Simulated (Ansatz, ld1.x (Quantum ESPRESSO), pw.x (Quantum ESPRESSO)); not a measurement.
calcium (Ca): one change to the RRKJ potential, in the atom and in the bcc crystal

Ca, norm-conserving RRKJ (Kleinman–Bylander form), made with ld1.x (Quantum ESPRESSO) 7.5 (PBE, scalar-relativistic). Core [Ar], reference 3d0 4s2 4p0. Waves: 4p (bound, empty): rc 3.05 bohr; 3d (bound, empty): rc 3.20 bohr; 4s (bound): rc 2.60 bohr. Local part: the s channel. Core correction: a·sin(br)/r model core inside 1.70 bohr. rho0 = 0.005.

Change: wave 3d (bound): rc 3.20 bohr becomes 3d (bound): rc 2.06 bohr.

Cutoffs, loose and tight: the cutoffs (Ry, on a coarse ladder) from which the occupation-weighted sum of valence levels, in a spherical-Bessel basis at the reference potential, stays within 10 and 1 mRy of its value at 400 Ry. They do not see the model core or the augmentation charge, which bear on the density cutoff. Test errors are all-electron minus pseudo excitation energies from the reference, over the configurations 3d0 4s1 4p0; 3d0 4s1.5 4p0; 3d0 4s1 4p1; 3d1 4s1 4p0; 3d0.5 4s1.5 4p0; 3d0 4s0 4p1; 3d1 4s0 4p0; variants that change the core or the reference have their own tests.

Crystal test: bcc Ca in pw.x 7.5, no spin, 11³ k-points, Fermi–Dirac smearing 0.01 Ry, cutoffs set for each file from its atomic test. The reference is all-electron LAPW (Ansatz 0.2.0) with the same functional, mesh and smearing; V0 and B0 come from Birch–Murnaghan fits to the pressures at five volumes. Errors are pseudo minus all-electron; Δ is the rms difference of the E(V) curves that follow from these fits, minima aligned, over ±6 % about the mean V0. Mesh and smearing are coarse, so the numbers serve the comparison and aren't converged zero-temperature values; the lattice is a test structure that the element need not adopt.

All-electron: a0 = 4.386 Å (V0 = 42.19 Å³/atom), B0 = 17.2 GPa.

Q: Does the change bring the crystal closer to the all-electron result?

A: The mean pressure error goes from +0.22 to +0.30 GPa, so the change moves the solid further from the all-electron pressures.

```csv
quantity,base,changed
outcome (atom),generated,generated
"cutoff, loose (atom)",6 Ry,6 Ry
"cutoff, tight (atom)",12 Ry,12 Ry
bound ghosts (atom),none,none
largest test error (meV) (atom),+82,-172
cutoffs in pw.x (Ry),50/200,50/200
a0 (Å),4.404,4.410
a0 error (%),+0.40,+0.54
B0 error (%),+3.3,+4.9
Δ (meV/atom),2.0,2.7
mean pressure error (GPa),+0.22,+0.30
```

Base: The free energy does not fall steadily as the cutoff rises, most likely since the density grid, which shrinks with it, is too coarse for the model core; the lower cutoffs are not converged. The cutoffs count occupied waves only; the empty 3d level needs 15 Ry at the loose tolerance. Changed file: This is a poor potential for the solid. The cutoffs count occupied waves only; the empty 3d level needs 35 Ry at the loose tolerance. The atomic cutoffs weigh occupied waves only.
